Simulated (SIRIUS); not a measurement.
Runs of SIRIUS 7.10.0 on SnO2. The typed cell holds 3 atoms: a = 3.625 Å, b = 3.625 Å, c = 3.693 Å, α = 60.14°, β = 59.96°, γ = 59.06°. The cell comes from a database or a generator and needn't be the stable form of this composition.

| potentials or basis | cutoff (eV) | radial cutoff for the potentials' integrals | gap on the mesh (eV) | pressure (GPa) | largest force (eV/Å) |
| --- | --- | --- | --- | --- | --- |
| GBRV 1.5 PBE (ultrasoft) | 557 | - | none | (a) | 0.30 |
| PseudoDojo 0.4.1 PBE standard (scalar relativistic) | 1152 | 6.5 bohr | none | 1.5 | 0.30 |
| SSSP 1.3.0 PBE efficiency | 828 | - | none | 0.8 | 0.30 |
| PseudoDojo 0.4 PBE stringent (scalar relativistic) | 1388 | 6.5 bohr | none | 0.6 | 0.30 |
| in-house norm-conserving set, PBE (scalar relativistic) | 1254 | 6.5 bohr | none | 0.6 | 0.30 |

Alike in all rows: task single point; level PBE; no spin polarisation; cell as given; k mesh 4 × 4 × 4; smearing fermi-dirac 0.05 eV; the mesh is coarse, so values aren't converged.

Question: Fill in the values left out.

Answer: (a) 0.7.

Caveats: all runs use coarse meshes.

A k mesh can miss the band edges, and the runs leave out spin-orbit coupling on Sn.

A gap of «none» marks a metal or a gap under the smearing width.

The runs don't all hold the same shells in valence.
